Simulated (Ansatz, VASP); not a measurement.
# Cross-check of GaSb between VASP and Ansatz

Wanted: the spread between two codes on one cell, functional and k mesh. Of the first pair: The cell is taken from a series of runs on this material, whose earlier steps may have relaxed, scaled, displaced or heated it; both programs get it as it stands.

Main program and level: Ansatz 0.2.0; plane waves, with VASP 6.6.1 beside it; relaxation of cell and atoms at LDA and single point at LDA.

## 1. Starting point

Symmetry: F-43m, No. 216, cubic system. Conventional cell: a = 6.050 Å, b = 6.050 Å, c = 6.050 Å, α = 90.00°, β = 90.00°, γ = 90.00°. Nearest to Ga lie 4 Sb at 2.62 Å. Nearest to Sb lie 4 Ga at 2.62 Å. Farther neighbours are not listed.

## 2. Ansatz: relaxation of cell and atoms, LDA

Ansatz runs on its PAW soft_1 files.

The relaxed volume is the usual yardstick between codes: in a stiff, nearly cubic crystal its relative difference is about their pressure difference at one cell divided by the bulk modulus.

The input, input.yaml:

```yaml
crystal:
  lattice:
    - [0.0, 3.0251688123, 3.0251688123]
    - [3.0251688123, 0.0, 3.0251688123]
    - [3.0251688123, 3.0251688123, 0.0]
  atoms:
    - { symbol: Ga, position: [0.0, 0.0, 0.0] }
    - { symbol: Sb, position: [0.75, 0.75, 0.75] }
kpoints:
  mp_grid: { grid: [12, 12, 12] }
hamiltonian:
  xc: lda
  pseudopotentials: { kind: paw, azcp: { folder: soft_1 }, xc_functional: pbe }
scf:
  occupations: { method: methfessel_paxton, width: 0.2 }
output:
  forces: true
  stress: true
  eigenvalues: true
relax:
  adjacent_minimum: "off"
  f_tol: 0.001
  max_steps: 60
  cell: { stress_tol: 0.01 }
```

The run is started by

```
$ ansatz run input.yaml --threads 4 --pin off --max-ram 10240MiB --backend cpu --events-out ev --progress --plain --runs-dir out
```

Numbers of over 12 decimals in the logs are rounded to 6 here.

The log of the run:

```text
Engine: ansatz 0.2.0, x86_64-unknown-linux-gnu
Pseudopotentials: kind: paw
Pseudopotential: Ga, paw, valence charge 13, recommended cutoff 420 eV (normal), soft_1/Ga.paw.azcp
Pseudopotential: Sb, paw, valence charge 15, recommended cutoff 420 eV (normal), soft_1/Sb.paw.azcp
Functional definition: SPW92
  exchange = slater_x
  correlation = pw_c
Crystal: 2 atoms, lattice volume = 55.371 Å³
Basis set: ecut = 420 eV, 1067 PW (Γ)
Bands: 18, of which v1, the nominal top of the filled ones, is band 14 counted from 1 (13 counted from 0)
Symmetry: 24 space group operations
Space group: F-43m (ITA 216), of the structure as read, at distance tolerance 3.8e-5 Å
k-points: 72 of 1728 (time reversal used)
Non-local potential: Ga, projectors of the file, l = 0: 2, l = 1: 2, l = 2: 3, l = 3: 1
Non-local potential: Sb, projectors of the file, l = 0: 2, l = 1: 2, l = 2: 2, l = 3: 1
PAW form: soft (Blöchl's): semilocal exchange-correlation on the pseudo side does not see the compensation charge
PAW frozen core: Ga, regenerated for the run's functional, and the local potential with it (the file was generated under x = pbe(κ = 0.804, μ = 0.219515), c = pbe(β = 0.066725))
PAW frozen core: Sb, regenerated for the run's functional, and the local potential with it (the file was generated under x = pbe(κ = 0.804, μ = 0.219515), c = pbe(β = 0.066725))
PAW one-centre angular grid: Ga, 590 points (default); XC on 64 Gauss nodes
PAW one-centre angular grid: Sb, 590 points (default); XC on 64 Gauss nodes
Initial density: superposition of atomic densities (chi_scale 0.1, normalization cell, long waves kept (reshape's long-wave potential 0.00 eV rms))
Initial wavefunctions: pseudopotential atomic-orbital guess
Functional: x = slater, c = lda
SCF iter   1: F=—  HF=-10043.251285 eV  |F-HF|=—  |Δ(HF+E_count)|=         —  Δρ=3.15e-2  dr2=4.55e-1  ethr=3.10e-3  ⟨swp⟩=5.5  Hψ=6641  notcnv=0
preconditioner: auto → none  [insulator: Δε(μ)=0.399 eV  Ē_g=14.958 eV  σ=0.200 eV  W_gap=0.68  n_scr=14 (ndim 8)  ℏωp=21.2 eV  f_vac=0.004  D(μ)=0.04/eV (n_scr^D=0)  ε∞_Penn≈3.0]
SCF iter   2: F=—  HF=-10043.135287 eV  |F-HF|=—  |Δ(HF+E_count)|=   1.16e-1  S|Δr|=    0.00e0  Δρ=1.40e-2  dr2=6.88e-2  ethr=1.62e-3  ⟨swp⟩=2.0  Hψ=2168  notcnv=0
SCF iter   3: F=—  HF=-10043.127215 eV  |F-HF|=—  |Δ(HF+E_count)|=   8.07e-3  S|Δr|=    0.00e0  Δρ=5.02e-3  dr2=1.26e-2  ethr=2.46e-4  ⟨swp⟩=2.0  Hψ=2209  notcnv=0
SCF iter   4: F=—  HF=-10043.121893 eV  |F-HF|=—  |Δ(HF+E_count)|=   5.32e-3  S|Δr|=    0.00e0  Δρ=9.30e-4  dr2=2.66e-4  ethr=4.49e-5  ⟨swp⟩=2.0  Hψ=1945  notcnv=0
SCF iter   5: F=—  HF=-10043.121817 eV  |F-HF|=—  |Δ(HF+E_count)|=   7.62e-5  S|Δr|=    0.00e0  Δρ=4.40e-4  dr2=3.43e-5  ethr=9.51e-7  ⟨swp⟩=2.0  Hψ=1945  notcnv=0
SCF iter   6: F=—  HF=-10043.121815 eV  |F-HF|=—  |Δ(HF+E_count)|=   2.06e-6  S|Δr|=    0.00e0  Δρ=2.06e-5  dr2=1.79e-7  ethr=1.23e-7  ⟨swp⟩=2.0  Hψ=2031  notcnv=0
SCF iter   7: F=-10043.121815 eV  HF=-10043.121815 eV  |F-HF|=1.98e-9  |Δ(HF+E_count)|=   2.91e-8  S|Δr|=    0.00e0  Δρ=4.66e-6  dr2=7.38e-9  ethr=3.57e-10  ⟨swp⟩=6.9  Hψ=6637  notcnv=0
SCF 1 converged in 7 iterations: F = -10043.121815 eV  dr2 = 7.38e-9
  greatest PAW one-centre occupation: 0.996 electrons in one spin orbital (limit 2), on the Sb atom at site 1 (counted from 0), in its partial waves of l = 2
relax step   1: F+E_penalty+E_count = -10043.12181506 eV  Δ(F+E_penalty+E_count) = +0.000e0 eV  max|allowed force component| = 1.203e-16 eV/Å  Δτ_max = 0.0000 Å  P = -0.044 GPa  Ω = 55.371 Å³  (7 SCF iters, dr2 threshold 1.00e-7 eV, accepted)
[...]
relax step   2: F+E_penalty+E_count = -10043.12182676 eV  Δ(F+E_penalty+E_count) = -1.171e-5 eV  max|allowed force component| = 2.643e-17 eV/Å  Δτ_max = 0.0000 Å  P = +0.012 GPa  Ω = 55.314 Å³  energy of the carried Pulay correction = +6.115e-6 eV  (5 SCF iters, dr2 threshold 4.81e-9 eV, accepted)
[...]
relax step   3: F+E_penalty+E_count = -10043.12182590 eV  Δ(F+E_penalty+E_count) = +8.618e-7 eV  max|allowed force component| = 2.671e-17 eV/Å  Δτ_max = 0.0000 Å  P = -0.000 GPa  Ω = 55.326 Å³  energy of the carried Pulay correction = +4.800e-6 eV  (5 SCF iters, dr2 threshold 3.61e-10 eV, accepted)
[...]
relax step   4: F+E_penalty+E_count = -10043.12182217 eV  Δ(F+E_penalty+E_count) = +3.734e-6 eV  max|allowed force component| = 3.614e-17 eV/Å  Δτ_max = 0.0000 Å  P = -0.000 GPa  Ω = 55.326 Å³  stress off target by 3.50e-5 GPa  SCF on the basis re-selected at this cell (its energy is not comparable with the rows above)  (9 SCF iters)
basis re-selected at this cell: Δ(F+E_penalty+E_count) = +3.734e-6 eV, ΔP = -0.000 GPa vs the last step (what re-selecting the basis moved, of the pressure what is left beyond the Pulay correction that the steps carried, after the strain that the cell walked since its last selection, with what the two solves' SCF thresholds leave and, on support functions, any second-order correction that the steps lacked; it is no m [...]
SCF converged after 9 iterations
Stability not checked: this state was not tested for a lower state beside it, because cold or Methfessel-Paxton smearing, or corrected tetrahedra, fill the levels in a way that the test cannot read (fill_not_monotonic; see scf.lower_state_search)
Free energy (F): -10043.121822 eV
Harris-Foulkes:  -10043.121822 eV  (|F-HF|=3.64e-12)
Internal energy: -10043.122227 eV  (E = F + TS)
E sigma→0 (E₀):  -10043.121923 eV
Entropy (-TS):   0.000405 eV (0.202 meV/atom)
Fermi energy:    8.005542 eV
Step filling:    the computed levels leave a gap of 0.0701 eV = 0.4 smearing widths at the electron count; against every level under it full and every level over it empty, smearing changes F+E_penalty+E_count by +0.166 meV and its σ→0 estimate by +0.065 meV
--- Per-component energies (eV) ---
  E_band       = -256.719865
  E_kinetic    = 277.804036
  E_local      = -3342.471840  (includes V_loc(G=0)·N_el)
  E_nonlocal   = 303.015847
  E_hartree    = 1711.844623
  E_xc         = -161.566033
  E_vxc        = -147.673184  (∫ρ·V_xc dr)
  E_paw        = -6311.557523  (= ΣΔE_a)
  E_vpaw       = -771.083863  (= ΣTr[D̂ρ^β])
  E_aug_tail   = -0.000100  (compensation charges beyond the density's cutoff)
  E_ewald      = -2522.478529
  E_core_change = 2.287292  (= ΣΔE_core)
  E_smearing   = 0.000405  (= −TS)
  E_closure    = 0.000000  (closes the sum)
  Σ components = -10043.121822   (vs F -10043.121822, Δ=0.00e0)
--- Forces (eV/Å), atoms counted from 1 ---
  atom   1  Ga    -0.00000000    -0.00000000    -0.00000000
  atom   2  Sb     0.00000000     0.00000000    -0.00000000
  max |Σ_I F_I| component: 5.73e-17 eV/Å
--- Stress (GPa, compression-positive) ---
       -0.000035       0.000000       0.000000
        0.000000      -0.000035       0.000000
        0.000000       0.000000      -0.000035
  P = ⅓ Tr σ = -0.0000 GPa (-0.000 kbar)
--- Band table (eV; the first three rows and the last of 72) ---
  k-point 0: bands = [... 10 lower, -3.8251, 7.9517, 7.9517, 7.9517, 8.0218, 10.7193, 10.7193, 10.7193]
  k-point 1: bands = [... 10 lower, -3.7507, 6.6221, 7.8211, 7.8211, 8.8758, 10.8966, 10.8966, 10.9839]
  k-point 2: bands = [... 10 lower, -3.5320, 5.1792, 7.5281, 7.5281, 8.9565, 11.2826, 11.2826, 11.9263]
  k-point 71: bands = [... 10 lower, -1.2134, 1.0993, 4.4399, 4.6650, 11.6966, 12.2346, 12.3825, 12.6780]
--- Relaxed structure (3 steps of the walk, 3 accepted, 1 SCFs on fresh bases) ---
  F+E_penalty+E_count = -10043.12182217 eV   max|allowed force component| = 3.614e-17 eV/Å   (the final SCF, on the basis selected at the relaxed cell)
  cell:  # Å, volume = 55.3265 Å³
    - [0, 3.024366, 3.024366]
    - [3.024366, 0, 3.024366]
    - [3.024366, 3.024366, 0]
  atoms:
    - { symbol: Ga, position: [0, 0, 0] }
    - { symbol: Sb, position: [0.750000, 0.750000, 0.750000] }
```

## 3. VASP: relaxation of cell and atoms, LDA

The same cell, functional (in two slightly different forms), mesh and smearing now go to VASP, with its own data sets.

Lines of VASP's logs that name or quote its potential files are left out, and so is its time.

The input, INCAR:

```
SYSTEM = GaSb
PREC = Accurate
ENCUT = 500
EDIFF = 1E-07
NELM = 120
ISMEAR = 1
SIGMA = 0.2
LREAL = .FALSE.
ALGO = Normal
GGA = PW92
NBANDS = 15
LORBIT = 11
LWAVE = .FALSE.
LCHARG = .FALSE.
ISIF = 3
IBRION = 2
NSW = 80
EDIFFG = -0.005
LASPH = .TRUE.
GGA_COMPAT = .FALSE.
NELMIN = 4
KPAR = 2
```

The input, POSCAR:

```
GaSb
1.0
    0.0000000000      3.0251690000      3.0251690000
    3.0251690000      0.0000000000      3.0251690000
    3.0251690000      3.0251690000      0.0000000000
Ga Sb
1 1
Direct
    0.0000000000      0.0000000000      0.0000000000
    0.7500000000      0.7500000000      0.7500000000
```

The input, KPOINTS:

```
Automatic mesh
0
Gamma
12 12 12
0 0 0
```

PAW data sets: Ga_d and Sb (LDA family, release 64).

The run is started by

```
$ mpirun -np 2 vasp_std
```

The log of the run:

```text
[banner, memory and clock lines left out]
running    2 mpi-ranks, on    1 nodes
 distrk:  each k-point on    1 cores,    2 groups
 distr:  one band on    1 cores,    1 groups

 POSCAR found type information on POSCAR GaSb
 POSCAR found :  2 types and       2 ions
|                                                                             |
|               ----> ADVICE to this user running VASP <----                  |
|                                                                             |
|     You enforced a specific xc type in the INCAR file but a different       |
|     [... a line on the potential file left out ...]
|     I HOPE YOU KNOW WHAT YOU ARE DOING!                                     |
|                                                                             |

 LDA part: xc-table for (Slater(with rela. corr.)+PW92), standard interpolation
 POSCAR, INCAR and KPOINTS ok, starting setup
 FFT: planning ... GRIDC
 FFT: planning ... GRID_SOFT
 FFT: planning ... GRID
 WAVECAR not read
 entering main loop
       N       E                     dE             d eps       ncg     rms          rms(c)
DAV:   1     0.805423391450E+02    0.80542E+02   -0.85296E+03  2200   0.143E+03
DAV:   2    -0.253234776959E+01   -0.83075E+02   -0.80461E+02  2517   0.301E+02
DAV:   3    -0.868322494283E+01   -0.61509E+01   -0.61307E+01  2580   0.676E+01
DAV:   4    -0.879255839493E+01   -0.10933E+00   -0.10932E+00  2672   0.102E+01
DAV:   5    -0.879501042475E+01   -0.24520E-02   -0.24520E-02  2776   0.133E+00    0.341E+00
DAV:   6    -0.870349556122E+01    0.91515E-01   -0.75522E-02  3195   0.445E+00    0.199E+00
DAV:   7    -0.866644884605E+01    0.37047E-01   -0.53558E-02  2468   0.185E+00    0.292E-01
DAV:   8    -0.866621173462E+01    0.23711E-03   -0.48191E-03  2706   0.855E-01    0.101E-01
DAV:   9    -0.866628859456E+01   -0.76860E-04   -0.34660E-04  2534   0.164E-01    0.396E-02
DAV:  10    -0.866628139678E+01    0.71978E-05   -0.17507E-05  2836   0.355E-02    0.140E-02
DAV:  11    -0.866628355154E+01   -0.21548E-05   -0.43944E-06  2476   0.197E-02    0.532E-03
DAV:  12    -0.866628351745E+01    0.34086E-07   -0.22835E-07  2738   0.351E-03
   1 F= -.86662835E+01 E0= -.86664225E+01  d E =-.866628E+01
 curvature:   0.00 expect dE= 0.000E+00 dE for cont linesearch  0.000E+00
 trial: gam= 0.00000 g(F)=  0.189E-45 g(S)=  0.126E-03 ort = 0.000E+00 (trialstep = 0.100E+01)
 search vector abs. value=  0.126E-03
 bond charge predicted
       N       E                     dE             d eps       ncg     rms          rms(c)
DAV:   1    -0.866778514917E+01   -0.15016E-02   -0.18438E-02  2734   0.227E+00    0.216E-01
DAV:   2    -0.866665050104E+01    0.11346E-02   -0.20368E-03  2692   0.849E-01    0.983E-02
DAV:   3    -0.866636952651E+01    0.28097E-03   -0.29602E-04  2776   0.279E-01    0.224E-02
DAV:   4    -0.866633938668E+01    0.30140E-04   -0.31899E-05  2661   0.748E-02    0.776E-03
DAV:   5    -0.866633646788E+01    0.29188E-05   -0.20323E-06  2475   0.171E-02    0.220E-03
DAV:   6    -0.866633639472E+01    0.73162E-07   -0.36228E-07  2258   0.102E-02
   2 F= -.86663364E+01 E0= -.86664737E+01  d E =-.528773E-04
 trial-energy change:   -0.000053  1 .order   -0.000053   -0.000126    0.000020
 step:   0.8640(harm=  0.8640)  dis= 0.00000  next Energy=    -8.666338 (dE=-0.546E-04)
 reached required accuracy - stopping structural energy minimisation
```

Parts of OUTCAR (step 3):

```text
ion  position               nearest neighbor table
   1  0.000  0.000  0.000-   2 2.62   2 2.62   2 2.62   2 2.62
   2  0.750  0.750  0.750-   1 2.62   1 2.62   1 2.62   1 2.62

  LATTYP: Found a face centered cubic cell.
 ALAT       =     6.0503380000

 Subroutine GETGRP returns: Found 24 space group operations
 (whereof 24 operations were pure point group operations)

The static configuration has the point symmetry T_d .

 Found     72 irreducible k-points:

   k-points           NKPTS =     72   k-points in BZ     NKDIM =     72   number of bands    NBANDS=     15

   dimension x,y,z NGX =    32 NGY =   32 NGZ =   32
   dimension x,y,z NGXF=    64 NGYF=   64 NGZF=   64

   ENCUT  =  500.0 eV  36.75 Ry    6.06 a.u.   7.80  7.80  7.80*2*pi/ulx,y,z

   NELECT =      18.0000    total number of electrons

 k-points in reciprocal lattice and weights: Automatic mesh
   0.00000000  0.00000000  0.00000000       0.001
   0.08333333  0.00000000  0.00000000       0.005
   0.16666667  0.00000000  0.00000000       0.005
   0.25000000  0.00000000  0.00000000       0.005
   0.33333333  0.00000000  0.00000000       0.005
   0.41666667  0.00000000  0.00000000       0.005
   0.50000000  0.00000000  0.00000000       0.002
   0.08333333  0.08333333  0.00000000       0.003
   0.16666667  0.08333333  0.00000000       0.014
[...]
-0.33333333  0.50000000  0.16666667       0.007
  -0.25000000  0.50000000  0.25000000       0.003

 average (electrostatic) potential at core
       1 -66.6244       2 -88.3857

 E-fermi :   5.0570

 k-point     1 :       0.0000    0.0000    0.0000
  band No.  band energies     occupation
    ...
      6      -6.7308      2.00000
      7       5.0009      1.45504
      8       5.0009      1.45504
      9       5.0009      1.45503
     10       5.0905      0.72129
     11       7.7440     -0.00000
     12       7.7440     -0.00000
     13       7.7440     -0.00000
     14      10.6397      0.00000
     15      13.6182      0.00000

 k-point     2 :       0.0833    0.0000    0.0000
  band No.  band energies     occupation
    ...
      5     -10.1582      2.00000
      6      -6.6567      2.00000
      7       3.6823      2.00000
      8       4.8703      2.03357
      9       4.8703      2.03357
     10       5.9318     -0.00000
     11       7.9201     -0.00000
     12       7.9201     -0.00000
     13       8.0113     -0.00000
     14      11.0719      0.00000
    ...

 k-point     3 :       0.1667    0.0000    0.0000
  band No.  band energies     occupation
    ...
      5     -10.1585      2.00000
      6      -6.4386      2.00000
      7       2.2409      2.00000
      8       4.5777      2.00363
      9       4.5777      2.00363
     10       6.0088     -0.00000
     11       8.3029     -0.00000
     12       8.3029     -0.00000
     13       8.9563     -0.00000
     14      11.9301      0.00000
    ...

  Total       -0.0065757     -0.0065757     -0.0065757      0.0000000     -0.0000000     -0.0000000
  in kB       -0.1896985     -0.1896985     -0.1896985      0.0000000     -0.0000000     -0.0000000
  external PRESSURE =      -0.1896985 kB  Pullay stress =       0.0000000 kB

  energy-cutoff  :      500.00
  volume of cell :       55.54
      direct lattice vectors                 reciprocal lattice vectors
     0.000000000  3.028217671  3.028217671    -0.165113626  0.165113626  0.165113626
     3.028217671  0.000000000  3.028217671     0.165113626 -0.165113626  0.165113626
     3.028217671  3.028217671  0.000000000     0.165113626  0.165113626 -0.165113626

 POSITION                                       TOTAL-FORCE (eV/Angst)
 -----------------------------------------------------------------------------------
      6.05644      6.05644      6.05644         0.000000      0.000000      0.000000
      4.54233      4.54233      4.54233        -0.000000     -0.000000     -0.000000
 -----------------------------------------------------------------------------------
    total drift:                               -0.000000     -0.000000     -0.000001

  FREE ENERGIE OF THE ION-ELECTRON SYSTEM (eV)
  ---------------------------------------------------
  free  energy   TOTEN  =        -8.6663363947 eV

  energy  without entropy=       -8.6667483608  energy(sigma->0) =       -8.66647372

 reached required accuracy - stopping structural energy minimisation

 total charge
# of ion       s       p       d       tot
------------------------------------------
    1        0.921   0.796   9.966  11.683
    2        1.137   1.361   0.031   2.529
--------------------------------------------------
tot          2.058   2.158   9.997  14.212

[... 3 further parts left out ...]
```

The gap is under twice the smearing width, so the edge states are partly filled and the run can't tell a small gap from a semimetal. Methfessel-Paxton smearing is not meant for a cell with a gap. The run keeps the 24 symmetry operations of its start, so it cannot find a distortion of lower symmetry.

## 4. Side by side

Known differences besides the potentials themselves: the data sets hold 28 valence electrons in Ansatz (on its PAW soft_1 files) and 18 in VASP; the cutoff is 420 eV in Ansatz and 500 eV in VASP; VASP's log shows a relativistic correction to its local exchange, Ansatz's none; Ansatz adds a Pulay correction to the stress that steers its cell, VASP none. Total energies have different zeros and are not compared.

The two programs side by side:

| quantity | Ansatz | VASP | difference |
| --- | --- | --- | --- |
| volume (Å³) | 55.33 | 55.54 | -0.38 % |
| edge a after relaxation, in the typed setting (Å) | 4.277 | 4.282 | -0.13 % |

## 5. Ansatz: relaxation, LDA

This run makes the geometry at which the two programs are then compared.

The structure compared here is the end of the Ansatz relaxation.

input.yaml, the sections that differ from step 2:

```yaml
crystal:
  lattice:
    - [0.0, 2.9033914911, 3.1064212859]
    - [2.9033914911, 0.0, 3.1064212859]
    - [2.9033914911, 2.9033914911, 0.0]
  atoms:
    - { symbol: Ga, position: [0.0, 0.0, 0.0] }
    - { symbol: Sb, position: [0.75, 0.75, 0.75] }
  conventional_axes: [[-1, 1, 1], [1, -1, 1], [1, 1, -1]]
relax:
  adjacent_minimum: "off"
  f_tol: 0.001
  max_steps: 60
  cell: { stress_tol: 0.01, fix: [a, b, gamma] }
# kpoints, hamiltonian, scf, output: as in step 2
```

The run is started by

```
$ ansatz run input.yaml --threads 4 --pin off --max-ram 10240MiB --backend cpu --events-out ev --progress --plain --runs-dir out
```

The log of the run:

```text
[...]
Crystal: 2 atoms, lattice volume = 52.372 Å³
Basis set: ecut = 420 eV, 1015 PW (Γ)
Bands: 18, of which v1, the nominal top of the filled ones, is band 14 counted from 1 (13 counted from 0)
Symmetry: 8 space group operations
[...]
k-points: 163 of 1728 (time reversal used)
[...]
k-point 162: bands = [... 10 lower, -0.9755, 1.1272, 6.0838, 6.0838, 9.7715, 9.9826, 17.7054, 17.7054]
--- Relaxed structure (3 steps of the walk, 3 accepted, 1 SCFs on fresh bases) ---
[...]
cell:  # Å, volume = 52.8318 Å³
    - [-7.565033717626406e-19, 2.9033914911, 3.133677]
    - [2.9033914911, 0, 3.133677]
    - [2.9033914911, 2.9033914911, -7.070597483134827e-19]
  atoms:
    - { symbol: Ga, position: [0, 0, 0] }
    - { symbol: Sb, position: [0.75, 0.75, 0.75] }
[key lines of the parts left out:]
SCF converged after 6 iterations
Free energy (F): -10043.066745 eV
Fermi energy:    8.844274 eV
P = ⅓ Tr σ = 2.8039 GPa (28.039 kbar)
```

(Continued in part 2 of 2.)

[Lines on the potential files, build, host, timing and source positions are cut from VASP's logs without a mark.]

[Logs are printed without paths, hosts, clocks, repeated set-up lines and the standing remarks that a program may print on its own settings, such as how far it seeks lower states.]

[Hosts, paths, dates, database ids (printed as entryN), source tags and the programs' standing remarks are cut or masked in the printed files.]
